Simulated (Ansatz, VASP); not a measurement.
# Ca in VASP and in Ansatz

```
CELL_PARAMETERS angstrom
0.00000 2.09048 2.09048
2.09048 0.00000 2.09048
2.09048 2.09048 0.00000
ATOMIC_POSITIONS crystal
Ca 0.00000 0.00000 0.00000
```

Change from the starting cell: volume scaled by 0.45, LAPW.

Alike in both runs: task single point; functional PBEsol; k mesh 13 × 13 × 13; occupations fermi-dirac, width 0.05 eV; no spin polarisation.

```csv
,VASP,Ansatz
version,VASP 6.6.1,Ansatz 0.2.0
potentials or method,"VASP PAW PBE potentials, release 64 (Ca_sv), cutoff 520 eV","all-electron LAPW, scalar-relativistic"
```

Ansatz gave:

| Item | Value |
| --- | --- |
| pressure (GPa) | 43.4 |

Estimate VASP's values.

pressure (GPa): 43.6.

Ansatz ran all-electron here, so the differences hold the error of VASP's frozen core and of both bases.

Caveats: so large a pressure means that the cell lies far from this level's equilibrium, or that cutoff or potentials fall short (VASP); the potentials were made for another functional, which shifts forces and pressure (VASP).
